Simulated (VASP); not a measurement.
Crystal: SH2, in a box.

```
S H
1.0
    12.32557    0.00000    0.00000
     0.00000   12.82557    0.00000
     0.00000    0.00000   13.32557
S H
1 2
Cartesian
  6.4591 6.5190 6.1296
  6.2891 5.5091 7.0094
  5.7189 7.3562 6.8872
```

Base run:

| Item | Value |
| --- | --- |
| Program | VASP 6.6.1 |
| Functional | RPBE |
| Potentials or basis | VASP PAW PBE potentials, release 64 (S, H) |
| Cutoff | 400 eV |
| k mesh | 1 × 1 × 1 |
| Occupations | gaussian, width 0.01 eV |
| Spin | no spin polarisation |

Its results: gap between the frontier levels 5.29 eV; largest force 0.006 eV/Å.

Task: After a change of settings the same cell gave: gap between the frontier levels 5.41 eV; largest force 0.093 eV/Å. Which change was it?
A. functional from RPBE to optB86b-vdW
B. functional from RPBE to rev-vdW-DF2
C. functional from RPBE to PBEsol

Result: C.

Caveats: the PAW data sets were made with another functional, which shifts forces and pressure a little.

Not every run made on this cell is shown here.
